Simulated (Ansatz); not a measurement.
**TiO2: the band gap up the ladder of functionals**

One table from this session's results is given with a row withheld; the runs are named, their logs left out.

Code: Ansatz 0.2.0. PAW datasets, plane waves. No spin polarisation and no zero-point or thermal motion.

## The cell

The cell was relaxed beforehand with r2SCAN.

It is tetragonal, P4_2/mnm (No. 136); a = 4.597 Å, c = 2.954 Å in the conventional setting, 10.40 Å³ an atom. Ti has 6 O at 1.95–1.98 Å; O has 3 Ti at 1.95–1.98 Å.

Coordinates:

```cif
data_structure
_symmetry_space_group_name_H-M 'P4_2/mnm'
_symmetry_Int_Tables_number 136
_cell_length_a 4.5968
_cell_length_b 4.5968
_cell_length_c 2.9535
_cell_angle_alpha 90.000
_cell_angle_beta 90.000
_cell_angle_gamma 90.000
_cell_volume 62.41
loop_
_atom_site_label
_atom_site_type_symbol
_atom_site_symmetry_multiplicity
_atom_site_Wyckoff_symbol
_atom_site_fract_x
_atom_site_fract_y
_atom_site_fract_z
_atom_site_occupancy
Ti1 Ti 2 b 0.50000 0.50000 0.00000 1
O1 O 4 g 0.69541 0.69541 0.50000 1
```

The first run:

Input file input.yaml:

```yaml
crystal:
  lattice:
    - [-2.9535196236, 3.2504361872, 3.2504360682]
    - [2.9535196236, -3.2504361872, 3.2504360682]
    - [2.9535196236, 3.2504361872, -3.2504360682]
  atoms:
    - { symbol: Ti, position: [0.5000559504, 0.7500559504, 0.75] }
    - { symbol: Ti, position: [0.4999440496, 0.2499440496, 0.25] }
    - { symbol: Ti, position: [0.0, 0.0, 0.5] }
    - { symbol: Ti, position: [0.0, 0.5, 0.0] }
    - { symbol: O, position: [0.3045877962, 0.3045830631, 0.499995267] }
    - { symbol: O, position: [0.19541554, 0.2500033397, 0.9454122003] }
    - { symbol: O, position: [0.3045877962, 0.8045925292, 4.733e-06] }
    - { symbol: O, position: [0.8045911394, 0.2500033397, 0.5545877997] }
    - { symbol: O, position: [0.1954088606, 0.7499966603, 0.4454122003] }
    - { symbol: O, position: [0.80458446, 0.7499966603, 0.0545877997] }
    - { symbol: O, position: [0.6954122038, 0.1954074708, 0.999995267] }
    - { symbol: O, position: [0.6954122038, 0.6954169369, 0.500004733] }
kpoints:
  mp_grid: { grid: [6, 6, 6] }
  band_path:
    path:
      - [[0.0, 0.0, 0.0], [0.5, -0.5, 0.5], [0.4564127126814, -0.4564127126814, 0.5435872873186]]
      - [[-0.4564127126814, 0.4564127126814, 0.4564127126814], [0.0, 0.0, 0.0], [0.4999999817021, 0.4999999817021, -0.4999999817021]]
      - [[0.5000000182979, -0.4999999817021, 0.4999999817021], [0.5, -0.5, 0.5]]
      - [[0.0, 0.0, 0.0], [-3.181824623429e-17, 0.5, 3.181824623429e-17], [0.25, 0.25, 0.25], [0.5, 3.521250226414e-18, -3.521250226414e-18], [0.0, 0.0, 0.0], [-2.084989077155e-17, 2.084989077155e-17, 0.5], [0.25, 0.25, 0.25]]
    npoints: 10
hamiltonian:
  xc: pbe
scf:
  occupations: { method: fermi_dirac, width: 0.02 }
  n_extra_bands: 7
output:
  forces: true
  stress: true
  eigenvalues: true
```

Among the steps run: PBE band path; r2SCAN at the same geometry; HSE06 at the same geometry; Single point with PBE0.

One of the session's tables, all rows but one given; the rest of the session is left out.

```
 level  gap (eV)
   PBE         ?
r2SCAN      2.22
 HSE06      3.38
  PBE0      4.14
```

**Question.** Estimate the row for PBE.

As computed: gap (eV): 1.89. In the column «gap (eV)» it is the lowest.

Meshes: PBE 6×6×6, r2SCAN 6×6×6, HSE06 4×4×4, PBE0 4×4×4

PBE reaches 56 % of the HSE06 value, and r2SCAN 66 %. PBE0 lies 0.76 eV above HSE06, which differs from it by screening the long-range exchange.

To keep in mind: Warnings in the runs' records: stress exchange threshold loose, stress scf threshold loose.
